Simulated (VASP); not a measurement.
## VASP 6.6.1, PBE single-point calculation, InP (strained zincblende)

INCAR

```
IBRION = -1
LCHARG = .FALSE.
LWAVE = .FALSE.
PREC = Accurate
SIGMA = 0.02
NBANDS = 16
GGA = PE
ISIF = 2
LASPH = .TRUE.
ISMEAR = -1
LREAL = .FALSE.
EDIFF = 1E-7
NELM = 120
ENCUT = 520
NSW = 0
```

KPOINTS

```
KPOINTS created by Atomic Simulation Environment
0
Gamma
8 8 8
0 0 0
```

KPOINTS_OPT

```
special points
6
Reciprocal
0.0000000000 0.0000000000 0.0000000000 1
-0.5000000000 -0.5000000000 0.0000000000 1
-0.3750000000 -0.3750000000 0.2500000000 1
-0.3750000000 0.0000000000 0.3750000000 1
0.0000000000 0.0000000000 0.5000000000 1
-0.5000000000 -0.2500000000 0.2500000000 1
```

POSCAR

```
In P
 1.0000000000000000
     0.0000000000000000    2.9537876347999998    2.8947118821000002
     2.9537876347999998    0.0000000000000000    2.8947118821000002
     2.9537876347999998    2.9537876347999998    0.0000000000000000
 In  P
   1   1
Cartesian
  0.0000000000000000  0.0000000000000000  0.0000000000000000
  1.4768938173999999  1.4768938173999999  1.4473559410500001
```

VASP ran with the recommended PBE PAW datasets (18 valence electrons in the cell).

Command

```
mpirun -np 1 vasp_std
```

OSZICAR

```
N       E                     dE             d eps       ncg     rms          rms(c)
DAV:   1     0.113148660616E+03    0.11315E+03   -0.83790E+03  1896   0.125E+03
DAV:   2    -0.104722332885E+01   -0.11420E+03   -0.10872E+03  2040   0.300E+02
DAV:   3    -0.860191359287E+01   -0.75547E+01   -0.75156E+01  2512   0.755E+01
DAV:   4    -0.879502216018E+01   -0.19311E+00   -0.19305E+00  2384   0.130E+01
DAV:   5    -0.880371486119E+01   -0.86927E-02   -0.86925E-02  2856   0.235E+00    0.566E+00
DAV:   6    -0.841055928122E+01    0.39316E+00   -0.62062E-01  3080   0.129E+01    0.340E+00
DAV:   7    -0.838146911269E+01    0.29090E-01   -0.16118E-01  2744   0.318E+00    0.126E+00
DAV:   8    -0.838185507685E+01   -0.38596E-03   -0.15624E-02  2432   0.148E+00    0.323E-01
DAV:   9    -0.838246749909E+01   -0.61242E-03   -0.12895E-03  2448   0.386E-01    0.155E-01
DAV:  10    -0.838261876406E+01   -0.15126E-03   -0.24678E-04  2904   0.208E-01    0.102E-01
DAV:  11    -0.838269555643E+01   -0.76792E-04   -0.12372E-04  2328   0.975E-02    0.462E-02
DAV:  12    -0.838269484564E+01    0.71079E-06   -0.79214E-06  2224   0.266E-02    0.117E-02
DAV:  13    -0.838269523568E+01   -0.39004E-06   -0.15533E-06  2464   0.610E-03    0.926E-03
DAV:  14    -0.838269538444E+01   -0.14876E-06   -0.19898E-07  2464   0.450E-03    0.174E-03
DAV:  15    -0.838269541235E+01   -0.27911E-07   -0.12404E-08  1592   0.908E-04
   1 F= -.83826954E+01 E0= -.83826954E+01  d E =-.385283E-09
       N       E                     dE             ncg
DAV:   1     0.219863651327E+04   -0.30173E+04      200
DAV:   2     0.154613100170E+04   -0.65251E+03      232
DAV:   3     0.149939222759E+04   -0.46739E+02      248
DAV:   4     0.149817690275E+04   -0.12153E+01      240
DAV:   5     0.149810373905E+04   -0.73164E-01      288
DAV:   6     0.149810245238E+04   -0.12867E-02      264
DAV:   7     0.149810240853E+04   -0.43847E-04      304
DAV:   8     0.149810240806E+04   -0.46732E-06      248
DAV:   9     0.149810240806E+04   -0.67926E-08      200
```

From OUTCAR

```
k-points           NKPTS =     59   k-points in BZ     NKDIM =     59   number of bands    NBANDS=     16

   NELECT =      18.0000    total number of electrons

   dimension x,y,z NGX =    32 NGY =   32 NGZ =   32
   dimension x,y,z NGXF=    64 NGYF=   64 NGZF=   64

  energy-cutoff  :      520.00
  volume of cell :       50.51
      direct lattice vectors                 reciprocal lattice vectors
     0.000000000  2.953787635  2.894711882    -0.169274187  0.169274187  0.172728762
     2.953787635  0.000000000  2.894711882     0.169274187 -0.169274187  0.172728762
     2.953787635  2.953787635  0.000000000     0.169274187  0.169274187 -0.172728762

 k-points in reciprocal lattice and weights: KPOINTS created by Atomic Simulation Env
   0.00000000  0.00000000  0.00000000       0.002
   0.12500000  0.00000000  0.00000000       0.016
   0.25000000  0.00000000  0.00000000       0.016
   0.37500000 -0.00000000  0.00000000       0.016
   0.50000000  0.00000000  0.00000000       0.008
   0.12500000  0.12500000  0.00000000       0.004
   0.25000000  0.12500000  0.00000000       0.016
   0.37500000  0.12500000  0.00000000       0.016
   ...

 E-fermi :   5.5255

 k-point     1 :       0.0000    0.0000    0.0000
  band No.  band energies     occupation
      1      -9.0317      2.00000
      2      -9.0317      2.00000
      3      -9.0229      2.00000
      4      -8.8801      2.00000
      5      -8.8774      2.00000
      6      -6.3414      2.00000
      7       5.1198      2.00000
      8       5.1198      2.00000
      9       5.2115      2.00000
     10       5.8414      0.00000
     11       9.2247      0.00000
     12       9.2554      0.00000
     13       9.2554      0.00000
     14      13.7113      0.00000
     15      14.4405      0.00000
     16      14.7414      0.00000

 k-point     2 :       0.1250    0.0000    0.0000
  band No.  band energies     occupation
      1      -9.0478      2.00000
      2      -9.0242      2.00000
      3      -9.0182      2.00000
      4      -8.8803      2.00000
      5      -8.8770      2.00000
      6      -6.1639      2.00000
      7       3.6111      2.00000
      8       4.9290      2.00000
      9       5.0030      2.00000
     10       6.7904      0.00000
     11       9.3733      0.00000
     12       9.5249      0.00000
     13       9.5362      0.00000
     14      13.8452      0.00000
     15      14.0472      0.00000
     16      14.5092      0.00000

 k-point     3 :       0.2500    0.0000    0.0000
  band No.  band energies     occupation
      1      -9.0902      2.00000
      2      -9.0084      2.00000
      3      -9.0030      2.00000
      4      -8.8787      2.00000
      5      -8.8735      2.00000
      6      -5.6683      2.00000
      7       1.7185      2.00000
      8       4.5476      2.00000
      9       4.6466      2.00000
     10       6.9341      0.00000
     11       9.9148      0.00000
     12       9.9572      0.00000
     13      10.4754      0.00000
     14      13.6958      0.00000
     15      13.7568      0.00000
     16      14.3138      0.00000

 k-point     4 :       0.3750   -0.0000    0.0000
  band No.  band energies     occupation
      1      -9.1302      2.00000
      2      -8.9966      2.00000
      3      -8.9913      2.00000
      4      -8.8730      2.00000
      5      -8.8657      2.00000
      6      -5.0058      2.00000
      7       0.1365      2.00000
      8       4.2359      2.00000
      9       4.3566      2.00000
     10       6.7282      0.00000
     11       9.9490      0.00000
     12      10.0730      0.00000
     13      11.8060      0.00000
     14      14.0650      0.00000
     15      14.6560      0.00000
     16      14.6942      0.00000

 k-point     5 :       0.5000    0.0000    0.0000
  band No.  band energies     occupation
      1      -9.1462      2.00000
      2      -8.9930      2.00000
      3      -8.9877      2.00000
      4      -8.8693      2.00000
      5      -8.8611      2.00000
      6      -4.6288      2.00000
      7      -0.5586      2.00000
      8       4.1206      2.00000
      9       4.2497      2.00000
     10       6.6363      0.00000
     11       9.8935      0.00000
     12      10.0383      0.00000
     13      12.2494      0.00000
     14      14.6060      0.00000
     15      15.7150      0.00000
     16      15.8544      0.00000

 k-point     6 :       0.1250    0.1250    0.0000
  band No.  band energies     occupation
      1      -9.0564      2.00000
      2      -9.0169      2.00000
      3      -9.0169      2.00000
      4      -8.8867      2.00000
      5      -8.8719      2.00000
      6      -6.0997      2.00000
      7       3.6511      2.00000
      8       4.6000      2.00000
      9       4.6000      2.00000
     10       7.3407      0.00000
     11       8.5634      0.00000
     12       9.9762      0.00000
     13       9.9762      0.00000
     14      13.1269      0.00000
     15      14.5901      0.00000
     16      14.9625      0.00000

 k-point     7 :       0.2500    0.1250    0.0000
  band No.  band energies     occupation
      1      -9.0933      2.00000
      2      -9.0016      2.00000
      3      -9.0000      2.00000
      4      -8.8916      2.00000
      5      -8.8662      2.00000
      6      -5.7053      2.00000
      7       2.2030      2.00000
      8       4.1727      2.00000
      9       4.2457      2.00000
     10       7.7404      0.00000
     11       8.6714      0.00000
     12      10.5542      0.00000
     13      10.5605      0.00000
     14      12.7856      0.00000
     15      14.5385      0.00000
     16      15.5288      0.00000

 k-point     8 :       0.3750    0.1250    0.0000
  band No.  band energies     occupation
      1      -9.1301      2.00000
      2      -8.9895      2.00000
      3      -8.9865      2.00000
      4      -8.8891      2.00000
      5      -8.8600      2.00000
      6      -5.0821      2.00000
      7       0.6085      2.00000
      8       3.7909      2.00000
      9       3.8942      2.00000
     10       7.5595      0.00000
     11       9.4504      0.00000
     12      10.6465      0.00000
     13      10.9525      0.00000
     14      13.7915      0.00000
     15      15.1923      0.00000
     16      15.2362      0.00000

 k-point     9 :       0.5000    0.1250    0.0000
  band No.  band energies     occupation
      1      -9.1498      2.00000
      2      -8.9844      2.00000
      3      -8.9821      2.00000
      4      -8.8799      2.00000
      5      -8.8594      2.00000
      6      -4.5561      2.00000
      7      -0.4001      2.00000
      8       3.4342      2.00000
      9       3.8650      2.00000
     10       7.4317      0.00000
     11       9.6265      0.00000
     12      10.4288      0.00000
     13      12.1007      0.00000
     14      14.3709      0.00000
     15      15.8478      0.00000
     16      15.8622      0.00000

 k-point    10 :      -0.3750    0.1250    0.0000
  band No.  band energies     occupation
      1      -9.1433      2.00000
      2      -8.9860      2.00000
      3      -8.9846      2.00000
      4      -8.8731      2.00000
      5      -8.8682      2.00000
      6      -4.6996      2.00000
      7      -0.1567      2.00000
      8       3.3133      2.00000
      9       4.0898      2.00000
     10       7.4759      0.00000
     11       9.7738      0.00000
     12      10.2554      0.00000
     13      12.0249      0.00000
     14      14.3295      0.00000
     15      14.8243      0.00000
     16      16.0364      0.00000

 k-point    11 :      -0.2500    0.1250    0.0000
  band No.  band energies     occupation
      1      -9.1142      2.00000
      2      -8.9986      2.00000
      3      -8.9900      2.00000
      4      -8.8784      2.00000
      5      -8.8729      2.00000
      6      -5.3245      2.00000
      7       1.1121      2.00000
      8       3.5076      2.00000
      9       4.4888      2.00000
     10       7.6304      0.00000
     11       9.9607      0.00000
     12      10.0682      0.00000
     13      10.6746      0.00000
     14      13.1091      0.00000
     15      14.7825      0.00000
     16      15.6005      0.00000

 k-point    12 :      -0.1250    0.1250    0.0000
  band No.  band energies     occupation
      1      -9.0766      2.00000
      2      -9.0157      2.00000
      3      -9.0018      2.00000
      4      -8.8807      2.00000
      5      -8.8758      2.00000
      6      -5.8850      2.00000
      7       2.6073      2.00000
      8       4.1348      2.00000
      9       4.8681      2.00000
     10       7.4601      0.00000
     11       9.3790      0.00000
     12       9.6652      0.00000
     13      10.2647      0.00000
     14      13.0324      0.00000
     15      14.0072      0.00000
     16      15.5265      0.00000

 ...

  Total        0.8676902      0.8676902      1.1112239      0.0000000      0.0000000      0.0000000
  in kB       27.5220899     27.5220899     35.2466852      0.0000000      0.0000000      0.0000000
  external PRESSURE =      30.0969550 kB  Pullay stress =       0.0000000 kB

 POSITION                                       TOTAL-FORCE (eV/Angst)
 -----------------------------------------------------------------------------------
      0.00000      0.00000      0.00000         0.000000     -0.000000     -0.000000
      1.47689      1.47689      1.44736        -0.000000      0.000000      0.000000
 -----------------------------------------------------------------------------------
    total drift:                                0.000000      0.000000     -0.000001

  FREE ENERGIE OF THE ION-ELECTRON SYSTEM (eV)
  ---------------------------------------------------
  free  energy   TOTEN  =        -8.3826954124 eV

  energy  without entropy=       -8.3826954120  energy(sigma->0) =       -8.38269541
```

* gap between bands v and c: 0.63 eV
* least direct gap: 0.63 eV
* pressure: 3.0 GPa

Band v is the last that the valence electrons fill when counted band by band, and c is the next.

The run took about 33 s on one core of a shared host (Intel Xeon Platinum 8488C) and held 0.21 GiB at most.
